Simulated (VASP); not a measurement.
Wanted: the native input for a VASP 6.6.1 run.

| Property | Result |
| --- | --- |
| Task | atomic charges |
| Functional | r2SCAN0 |
| Dispersion | D4 |
| Potentials or basis | VASP PAW PBE potentials, release 64 (Li_sv) |
| Cutoff | 520 eV |
| k mesh | 5 × 5 × 5 |
| Occupations | gaussian, width 0.1 eV |
| Spin | no spin polarisation |
| Grid for exact exchange (PRECFOCK) | Normal |
| Exchange at q = 0 | truncated |
| Further INCAR settings | ALGO = Normal; EDIFF = 1e-07 |

The system is Li.

```xyz
1
Lattice="0.0248 2.1623 2.2501 2.2262 0.0094 2.2655 2.2094 2.1610 0.0261" Properties=species:S:1:pos:R:3 pbc="T T T"
Li    0.0000    0.0000    0.0000
```

The cell isn't the ideal one: cell strained at random at fixed volume.

These files were run (other wordings do the same):

POSCAR

```
Li
3.1208
    0.007960138426      0.692882273776      0.720985965137
    0.713334401436      0.003002435273      0.725943668290
    0.707958856703      0.692464432197      0.008378300436
Li
1
Direct
    0.0000000000      0.0000000000      0.0000000000
```

INCAR.step1

```
ALGO = Normal ; EDIFF = 1E-5
ENCUT = 520 ; GGA = PE
ISIF = 2 ; ISMEAR = 0
LASPH = T ; LCHARG = F
LREAL = F ; LWAVE = T
NELM = 60 ; PREC = Accurate
SIGMA = 0.1
```

INCAR.step2

```
AEXX = 0.25 ; ALGO = Normal
EDIFF = 1E-7 ; ENCUT = 520
HFRCUT = -1 ; ISIF = 2
ISMEAR = 0 ; ISTART = 1
IVDW = 13 ; LASPH = T
LCHARG = F ; LHFCALC = T
LMIXTAU = T ; LORBIT = 10
LREAL = F ; LWAVE = F
METAGGA = R2SCAN ; NELM = 60
PREC = Accurate ; PRECFOCK = Normal
SIGMA = 0.1 ; VDW_A1 = 0.4778
VDW_A2 = 5.8779 ; VDW_S6 = 1.0
VDW_S8 = 0.8992
```

KPOINTS

```
k-points
0
Gamma
  5 5 5
```

Potentials or basis: VASP PAW PBE potentials, release 64 (Li_sv).

Command:

```sh
$ cat potpaw_PBE.64/Li_sv/POTCAR > POTCAR
$ cp INCAR.step1 INCAR
$ mpirun -np 1 vasp_std > vasp.out
$ cp INCAR.step2 INCAR
$ mpirun -np 1 vasp_std > vasp.out
```

Results of the run:

| Property | Result |
| --- | --- |
| Band gap on the k mesh | none (metal or under the smearing width) |
| Valence electrons inside the program's atomic spheres | Li 2.05 |
| Dispersion energy per atom | -0.008 eV |

Caveat: the k mesh is coarse (spacing up to 0.50 Å⁻¹), so the values aren't converged, least of all with exact exchange.

Run time: 3.9 min on 1 thread of Intel(R) Xeon(R) Platinum 8488C (Sapphire Rapids), on a shared host, peak memory 0.14 GiB.
